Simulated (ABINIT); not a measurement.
An input for ABINIT 10.8.3 (NaCl (Fm-3m)):

```
acell 3*1.0 Angstrom
rprim 
  0.000000000000 2.810000000000 2.810000000000
  2.810000000000 0.000000000000 2.810000000000
  2.810000000000 2.810000000000 0.000000000000
ntypat 2
znucl 11 17
natom 2
typat 1 2
xred 
  0.000000000000 0.000000000000 0.000000000000
  0.500000000000 0.500000000000 0.500000000000
pp_dirpath "pseudos"
pseudos "Na.upf, Cl.upf"
ecut 38
ngkpt 4 4 4
nshiftk 1
shiftk 0 0 0
kptopt 1
chksymbreak 0
istwfk *1
occopt 1
irdwfk 1
optdriver 4
nband 80
gwcalctyp 28
ecutsigx 38
symsigma 0
nkptgw 8
kptgw 
  0.0000000000 0.0000000000 0.0000000000
  0.2500000000 0.0000000000 0.0000000000
  0.5000000000 0.0000000000 0.0000000000
  0.2500000000 0.2500000000 0.0000000000
  0.5000000000 0.2500000000 0.0000000000
  -0.2500000000 0.2500000000 0.0000000000
  0.5000000000 0.5000000000 0.0000000000
  -0.2500000000 0.5000000000 0.2500000000
bdgw 
  1 30
  1 30
  1 30
  1 30
  1 30
  1 30
  1 30
  1 30
ecuteps 5
irdscr 1
ppmodel 1
rhoqpmix 0.3
indata_prefix "in"
outdata_prefix "out"
tmpdata_prefix "tmp"
```

The database entry behind the starting cell differs from later determinations by our own check (an axis about 0.4 % short against later determinations), so it need not match the best structure at ambient conditions.

```sh
OMP_NUM_THREADS=1 mpirun -n 8 abinit run.abi > log
```

How long will it take on 8 MPI ranks of AMD EPYC 9R45, shared host, and how much memory?

It took 78 s; on shared hardware allow 39 s to 2.6 min. Peak host memory was 4.3 GiB.

[Paths, hosts, dates, memory and timing lines, banners, echoed tables and standing remarks are left out of the program output.]

[Logs are printed without paths, hosts, clocks, repeated set-up lines and the standing remarks that a program may print on its own settings, such as how far it seeks lower states.]

[Runs of the session that timed out or met a known fault of the program may be left out.]

[Hosts, paths, dates, database ids (printed as entryN), source tags and the programs' standing remarks are cut or masked in the printed files.]

[G0W0 gaps are taken among the corrected bands and points alone; a level outside them can change the order at an edge.]

[Where Ansatz stands beside ABINIT at settings called matched, ABINIT's density can come from a denser mesh and the files from another edition; pairs whose starting gaps differed by over 0.03 eV were left out, so agreement reads better than it is.]
